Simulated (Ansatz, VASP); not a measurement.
# Two plane-wave programs on Bi4Te3

```
CELL_PARAMETERS angstrom
8.96703 0.00000 0.00000
-4.48351 7.76567 0.00000
0.00000 0.00000 3.31238
ATOMIC_POSITIONS crystal
Bi 0.53786 0.46214 0.50000
Bi 0.53786 0.07573 0.50000
Bi 0.92427 0.46214 0.50000
Bi 0.33333 0.66667 0.00000
Te 0.12094 0.87906 0.50000
Te 0.12094 0.24188 0.50000
Te 0.75812 0.87906 0.50000
```

Alike in both runs: functional PBE; k mesh 3 × 3 × 6; occupations gaussian, width 0.1 eV; no spin polarisation.

Ansatz relaxed the structure, and its values are those at the end. VASP's run is a single point on that final structure, the one shown.

|  | VASP | Ansatz |
| --- | --- | --- |
| version | VASP 6.6.1 | Ansatz 0.2.0 |
| potentials or method | VASP PAW PBE potentials, release 64 (Bi_d, Te) | scalar-relativistic, plane waves, PAW |
| plane-wave cutoff (eV) | 520 | 420 |
| valence electrons in the cell | 78 | 108 |

|  | VASP | Ansatz | Ansatz less VASP |
| --- | --- | --- | --- |
| gap on the k mesh at the Fermi level (eV) | none | none | - |
| pressure (GPa) | -0.1 | 0.0 | +0.05 |
| rms of the force components (eV/Å) | 0.003 | 0.005 | +0.0018 |

A gap of «none» marks a metal or a gap that the smearing closes. The functional is the same, so the differences come from potentials, cutoffs and numerics. The two sets of potentials don't hold the same shells in valence.

Caveats: spin-orbit coupling is left out, which moves the levels of the heavy elements.
